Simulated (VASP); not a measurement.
# AlNi (Pm-3m) in VASP: a series of runs

One crystal, AlNi, is run at these levels: PBE+D3(BJ); tasks: equation of state.

Everything below comes from runs of VASP 6.6.1. Logs are shortened: lines on timing, memory, paths and dates and some standing lists are left out, and cuts for length are marked.

## 1. Starting point

It takes space group Pm-3m (No. 221, cubic). Conventional cell: a = 2.858 Å, b = 2.858 Å, c = 2.858 Å, α = 90.00°, β = 90.00°, γ = 90.00°. Ni (site symmetry m-3m) is surrounded by 8 Al at 2.47 Å. Al (site symmetry m-3m) is surrounded by 8 Ni at 2.47 Å.

## 2. Equation of state, PBE+D3(BJ), collinear spin, ferromagnetic start, 11.20 Å³/atom (a relaxed cell with its volume scaled by 0.96)

INCAR

```
PREC = Accurate
ENCUT = 520
EDIFF = 1E-7
ISMEAR = -1
SIGMA = 0.05
LREAL = False
LASPH = True
NELM = 100
ALGO = Fast
ISIF = 2
LWAVE = False
LCHARG = False
ISPIN = 2
MAGMOM = 1 0
LORBIT = 11
LMAXMIX = 4
GGA = PE
IVDW = 12
```

KPOINTS

```
regular mesh
0
Gamma
  8 8 8
```

POSCAR

```
AlNi                                    
1.0
    2.8191382743     -0.0000000000      0.0000000000
   -0.0000000000      2.8191382743     -0.0000000000
    0.0000000000      0.0000000000      2.8191382743
  Ni              Al            
     1     1
Direct
     0.5000000000000000    0.5000000000000000    0.5000000000000000
     0.0000000000000000    0.0000000000000000    0.0000000000000000
```

Potentials or basis: VASP PAW PBE potentials, release 64 (Ni, Al).

Started as:

```sh
$ cat potpaw_PBE.64/Ni/POTCAR potpaw_PBE.64/Al/POTCAR > POTCAR
$ mpirun -np 1 vasp_std > vasp.out
```

OUTCAR:

```text
PREC = Accurate
   ENCUT = 520
   EDIFF = 1E-7
   ISMEAR = -1
   LREAL = False
   LASPH = True
   NELM = 100
   ISIF = 2
   ISPIN = 2
   LORBIT = 11
   GGA = PE
   IVDW = 12
 IVDW          = 12

 ion  position               nearest neighbor table
   1  0.500  0.500  0.500-   2 2.44   2 2.44   2 2.44   2 2.44   2 2.44   2 2.44   2 2.44   2 2.44

   2  0.000  0.000  0.000-   1 2.44   1 2.44   1 2.44   1 2.44   1 2.44   1 2.44   1 2.44   1 2.44

  LATTYP: Found a simple cubic cell.
 ALAT       =     2.8191382743

  Lattice vectors:

 A1 = (   2.8191382743,   0.0000000000,   0.0000000000)
 A2 = (   0.0000000000,   2.8191382743,   0.0000000000)
 A3 = (   0.0000000000,   0.0000000000,   2.8191382743)

Analysis of symmetry for initial positions (statically):
=====================================================================
 Subroutine PRICEL returns:
 Original cell was already a primitive cell.

 Routine SETGRP: Setting up the symmetry group for a
 simple cubic supercell.

 Subroutine GETGRP returns: Found 48 space group operations
 (whereof 48 operations were pure point group operations)
 out of a pool of 48 trial point group operations.

The static configuration has the point symmetry O_h .

Analysis of symmetry for dynamics (positions and initial velocities):
=====================================================================
 Subroutine PRICEL returns:
 Original cell was already a primitive cell.

 Routine SETGRP: Setting up the symmetry group for a
 simple cubic supercell.

 Subroutine GETGRP returns: Found 48 space group operations
 (whereof 48 operations were pure point group operations)
 out of a pool of 48 trial point group operations.

The dynamic configuration has the point symmetry O_h .

Analysis of structural, dynamic, and magnetic symmetry:
=====================================================================
 Subroutine PRICEL returns:
 Original cell was already a primitive cell.

 Routine SETGRP: Setting up the symmetry group for a
 simple cubic supercell.

 Subroutine GETGRP returns: Found 48 space group operations
 (whereof 48 operations were pure point group operations)
 out of a pool of 48 trial point group operations.

The overall configuration has the point symmetry O_h .

 Subroutine INISYM returns: Found 48 space group operations
 (whereof 48 operations are pure point group operations),
 and found     1 'primitive' translations

----------------------------------------------------------------------------------------

                                     Primitive cell
[... 139 lines left out ...]
  free energy    TOTEN  =       -10.45962674 eV

  energy without entropy =      -10.45028516  energy(sigma->0) =      -10.45495595

 E-fermi :  10.8410     XC(G=0): -12.3650

 val. band max:       10.7128421019   @ k =   0.3750   0.3750   0.1250
 cond. band min:      10.8915935588   @ k =   0.3750   0.2500   0.1250
 fundamental gap:      0.1787514569
 Fermi energy:        10.8410471286

 spin component 1

 k-point     1 :       0.0000    0.0000    0.0000
  band No.  band energies     occupation
      1      -0.7097      1.00000
      2       7.3588      1.00000
      3       7.3588      1.00000
      4       9.2300      1.00000
      5       9.2300      1.00000
      6       9.2300      1.00000
      7      16.6985      0.00000
      8      16.6985      0.00000
      9      16.6985      0.00000
     10      19.2523      0.00000
     11      19.2523      0.00000
[... 310 lines left out ...]
  band No.  band energies     occupation
      1       5.1330      1.00000
      2       6.3625      1.00000
      3       7.5483      1.00000
      4       8.0788      1.00000
      5       8.9165      1.00000
      6       9.1972      1.00000
      7      10.1130      1.00000
      8      13.6650      0.00000
      9      14.4584      0.00000
     10      20.8877      0.00000
     11      21.9612      0.00000

 [... further k-points ...]

 spin component 2

 k-point     1 :       0.0000    0.0000    0.0000
  band No.  band energies     occupation
      1      -0.7097      1.00000
      2       7.3590      1.00000
      3       7.3590      1.00000
      4       9.2302      1.00000
      5       9.2302      1.00000
      6       9.2302      1.00000
      7      16.6985      0.00000
      8      16.6985      0.00000
      9      16.6985      0.00000
     10      19.2524      0.00000
     11      19.2524      0.00000
[... 310 lines left out ...]
  band No.  band energies     occupation
      1       5.1330      1.00000
      2       6.3626      1.00000
      3       7.5484      1.00000
      4       8.0790      1.00000
      5       8.9167      1.00000
      6       9.1973      1.00000
      7      10.1133      1.00000
      8      13.6650      0.00000
      9      14.4585      0.00000
     10      20.8877      0.00000
     11      21.9612      0.00000

 [... further k-points ...]

------------------------ aborting loop because EDIFF is reached ----------------------------------------

 Edisp (eV)   -0.94779

 E8    (eV) :    -0.4182

  FORCE on cell =-STRESS in cart. coord.  units (eV):
  Direction    XX          YY          ZZ          XY          YZ          ZX
  --------------------------------------------------------------------------------------
  -------------------------------------------------------------------------------------
  Total       1.08910     1.08910     1.08910     0.00000     0.00000     0.00000
  in kB      77.88033    77.88033    77.88033     0.00000     0.00000     0.00000
  external pressure =       77.88 kB  Pullay stress =        0.00 kB

 VOLUME and BASIS-vectors are now :
 -----------------------------------------------------------------------------
  energy-cutoff  :      520.00
  volume of cell :       22.41
      direct lattice vectors                 reciprocal lattice vectors
     2.819138274  0.000000000  0.000000000     0.354718323  0.000000000  0.000000000
     0.000000000  2.819138274  0.000000000     0.000000000  0.354718323  0.000000000
     0.000000000  0.000000000  2.819138274     0.000000000  0.000000000  0.354718323

 POSITION                                       TOTAL-FORCE (eV/Angst)
 -----------------------------------------------------------------------------------
      1.40957      1.40957      1.40957         0.000000      0.000000      0.000000
      0.00000      0.00000      0.00000         0.000000      0.000000      0.000000
 -----------------------------------------------------------------------------------
    total drift:                                0.000000      0.000000     -0.000000

  FREE ENERGIE OF THE ION-ELECTRON SYSTEM (eV)
  ---------------------------------------------------
  free  energy   TOTEN  =       -11.4074191694 eV

  energy  without entropy=      -11.3980775859  energy(sigma->0) =      -11.40274838

 total charge

# of ion       s       p       d       tot
------------------------------------------
    1        0.502   0.574   8.508   9.584
    2        0.391   0.446   0.000   0.837
--------------------------------------------------
tot          0.893   1.020   8.508  10.421

 magnetization (x)

# of ion       s       p       d       tot
------------------------------------------
    1        0.000   0.000   0.000   0.000
    2        0.000   0.000   0.000   0.000
--------------------------------------------------
tot          0.000   0.000   0.000   0.000
```

Wall time 13 s (1 thread of Intel Xeon Platinum 8488C (Sapphire Rapids), shared host); peak memory 0.16 GiB.

Results:

- Free energy: -11.4074 eV
- Pressure: 7.8 GPa
- Band gap on the k mesh: none (metal or under the smearing width)
- Net moment: 0.00 μB per cell
- Valence electrons inside the program's atomic spheres: Ni 9.58; Al 0.84
- Dispersion energy per atom: -0.474 eV

Caveat: pairwise dispersion overbinds metals, which lowers pressure and volume.

## 3. Equation of state, PBE+D3(BJ), collinear spin, ferromagnetic start, 11.44 Å³/atom (a relaxed cell with its volume scaled by 0.98)

INCAR is that of step 2.

KPOINTS is that of step 2.

POSCAR

```
AlNi                                    
1.0
    2.8385812216     -0.0000000000      0.0000000000
   -0.0000000000      2.8385812216     -0.0000000000
    0.0000000000      0.0000000000      2.8385812216
  Ni              Al            
     1     1
Direct
     0.5000000000000000    0.5000000000000000    0.5000000000000000
     0.0000000000000000    0.0000000000000000    0.0000000000000000
```

Potentials or basis: VASP PAW PBE potentials, release 64 (Ni, Al).

Started as:

```sh
$ cat potpaw_PBE.64/Ni/POTCAR potpaw_PBE.64/Al/POTCAR > POTCAR
$ mpirun -np 1 vasp_std > vasp.out
```

Wall time 13 s (1 thread of Intel Xeon Platinum 8488C (Sapphire Rapids), shared host); peak memory 0.16 GiB.

It converged, with:

- Free energy: -11.4240 eV
- Pressure: 3.7 GPa
- Band gap on the k mesh: none (metal or under the smearing width)
- Net moment: 0.00 μB per cell
- Valence electrons inside the program's atomic spheres: Ni 9.54; Al 0.82
- Dispersion energy per atom: -0.464 eV

Caveat: pairwise dispersion overbinds metals, which lowers pressure and volume.

## 4. Equation of state, PBE+D3(BJ), collinear spin, ferromagnetic start, 11.67 Å³/atom

INCAR is that of step 3.

KPOINTS is that of step 3.

POSCAR

```
AlNi                                    
1.0
    2.8577614063     -0.0000000000      0.0000000000
   -0.0000000000      2.8577614063     -0.0000000000
    0.0000000000      0.0000000000      2.8577614063
  Ni              Al            
     1     1
Direct
     0.5000000000000000    0.5000000000000000    0.5000000000000000
     0.0000000000000000    0.0000000000000000    0.0000000000000000
```

Started as:

```sh
$ cat potpaw_PBE.64/Ni/POTCAR potpaw_PBE.64/Al/POTCAR > POTCAR
$ mpirun -np 1 vasp_std > vasp.out
```

It took 14 s on 1 thread of Intel Xeon Platinum 8488C (Sapphire Rapids), shared host; peak memory 0.16 GiB.

Results (log left out):

```yaml
Free_energy: -11.4294 eV
Pressure: 0.0 GPa
Band_gap_on_the_k_mesh: none (metal or under the smearing width)
Net_moment: 0.00 μB per cell
Valence_electrons_inside_the_program's_atomic_spheres: Ni 9.51; Al 0.81
Dispersion_energy_per_atom: -0.454 eV
```

Caveat: pairwise dispersion overbinds metals, which lowers pressure and volume.

## 5. Equation of state, PBE+D3(BJ), collinear spin, ferromagnetic start, 11.90 Å³/atom (a relaxed cell with its volume scaled by 1.02)

INCAR is that of step 4.

KPOINTS is that of step 4.

POSCAR

```
AlNi                                    
1.0
    2.8766875300     -0.0000000000      0.0000000000
   -0.0000000000      2.8766875300     -0.0000000000
    0.0000000000      0.0000000000      2.8766875300
  Ni              Al            
     1     1
Direct
     0.5000000000000000    0.5000000000000000    0.5000000000000000
     0.0000000000000000    0.0000000000000000    0.0000000000000000
```

Started as:

```sh
$ cat potpaw_PBE.64/Ni/POTCAR potpaw_PBE.64/Al/POTCAR > POTCAR
$ mpirun -np 1 vasp_std > vasp.out
```

It took 14 s on 1 thread of Intel Xeon Platinum 8488C (Sapphire Rapids), shared host; peak memory 0.16 GiB.

Results (log left out):

| Property | Result |
| --- | --- |
| Free energy | -11.4246 eV |
| Pressure | -3.3 GPa |
| Band gap on the k mesh | none (metal or under the smearing width) |
| Net moment | 0.00 μB per cell |
| Valence electrons inside the program's atomic spheres | Ni 9.47; Al 0.80 |
| Dispersion energy per atom | -0.445 eV |

Caveat: pairwise dispersion overbinds metals, which lowers pressure and volume.

## 6. Equation of state, PBE+D3(BJ), collinear spin, ferromagnetic start, 12.14 Å³/atom (a relaxed cell with its volume scaled by 1.04)

INCAR is that of step 5.

KPOINTS is that of step 5.

POSCAR

```
AlNi                                    
1.0
    2.8953678426     -0.0000000000      0.0000000000
   -0.0000000000      2.8953678426     -0.0000000000
    0.0000000000      0.0000000000      2.8953678426
  Ni              Al            
     1     1
Direct
     0.5000000000000000    0.5000000000000000    0.5000000000000000
     0.0000000000000000    0.0000000000000000    0.0000000000000000
```

Potentials or basis: VASP PAW PBE potentials, release 64 (Ni, Al).

Started as:

```sh
$ cat potpaw_PBE.64/Ni/POTCAR potpaw_PBE.64/Al/POTCAR > POTCAR
$ mpirun -np 1 vasp_std > vasp.out
```

Wall time 14 s (1 thread of Intel Xeon Platinum 8488C (Sapphire Rapids), shared host); peak memory 0.16 GiB.

Results (log left out):

```
Free energy                                           : -11.4108 eV
Pressure                                              : -6.2 GPa
Band gap on the k mesh                                : none (metal or under the smearing width)
Net moment                                            : 0.00 μB per cell
Valence electrons inside the program's atomic spheres : Ni 9.44; Al 0.79
Dispersion energy per atom                            : -0.436 eV
```

Caveat: pairwise dispersion overbinds metals, which lowers pressure and volume.

## 7. Equation of state, PBE+D3(BJ), collinear spin, ferromagnetic start

Potentials or basis: VASP PAW PBE potentials, release 64 (Ni, Al).

This step only gathers the single runs of the series.

Results:

```
Equilibrium volume                      : 11.67 Å³/atom
Bulk modulus                            : 173 GPa
Pressure derivative of the bulk modulus : 4.4 (rough: it moves with the points fitted)
```

Energy against volume, from the lowest point:
```csv
volume (Å³/atom),energy (meV/atom)
11.203,10.99
11.436,2.68
11.669,0.00
11.903,2.38
12.136,9.30
```
